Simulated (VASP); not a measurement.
Set up this calculation in VASP 6.6.1, as the native input.

```yaml
Task: relaxation of cell and atoms
Functional: PBEsol
Potentials_or_basis: VASP PAW PBE potentials, release 64 (Bi_d)
Cutoff: 600 eV
k_mesh: 9 × 9 × 9
Occupations: fermi-dirac, width 0.05 eV
Spin: no spin polarisation
Further_INCAR_settings: ALGO = Normal; EDIFF = 1e-06; IBRION = 2; EDIFFG = -0.01; NSW = 40; ISIF = 3
```

The structure of Bi lies in POSCAR:

```
Bi
1.0
   -1.9814305318      1.9814305318      1.9814305318
    1.9814305318     -1.9814305318      1.9814305318
    1.9814305318      1.9814305318     -1.9814305318
Bi
1
Direct
    0.0000000000      0.0000000000      0.0000000000
```

This isn't the form of Bi at room conditions, which is rhombohedral.

One way to write it, as run:

INCAR

```
SYSTEM = Bi
PREC     = Accurate       ! precision mode
ENCUT    = 600            ! plane-wave cutoff, eV
EDIFF    = 1E-6           ! SCF threshold, eV
ISMEAR   = -1             ! smearing method
SIGMA    = 0.05           ! smearing width, eV
LREAL    = .FALSE.        ! projectors in reciprocal space
LASPH    = .TRUE.         ! aspherical terms in the spheres
NELM     = 80             ! most SCF steps
ALGO     = Normal         ! electronic algorithm
ISIF     = 3              ! what is computed and relaxed
LWAVE    = .FALSE.        ! write WAVECAR
LCHARG   = .FALSE.        ! write CHGCAR
GGA      = PS             ! functional
IBRION   = 2              ! ionic algorithm
NSW      = 40             ! ionic steps
EDIFFG   = -0.01          ! ionic threshold
PSTRESS  = 0
```

KPOINTS

```
regular mesh
0
G
  9 9 9
  0 0 0
```

Potentials or basis: VASP PAW PBE potentials, release 64 (Bi_d).

Launch:

```console
$ cat potpaw_PBE.64/Bi_d/POTCAR > POTCAR
$ mpirun -np 1 vasp_std > vasp.out
```

It gave:

* Relaxed volume: 30.04 Å³/atom
* Relaxed cell: a = 3.392 Å, b = 3.392 Å, c = 3.392 Å, α = 109.47°, β = 109.47°, γ = 109.47°
* Space group after relaxing (to 0.05 Å): Im-3m (No. 229)
* Energy gained by relaxing: 6.9 meV/atom
* Ionic steps: 3
* Pressure after relaxing: 0.0 GPa
* Band gap on the k mesh: none (metal or under the smearing width)

Caveat: the PAW data sets were made with another functional, which shifts forces and pressure a little; spin-orbit coupling is left out, which moves the levels of the heavy elements.

Run time: 15 s on 1 thread of Intel(R) Xeon(R) 6975P-C (Granite Rapids) (shared host), peak memory 0.16 GiB.
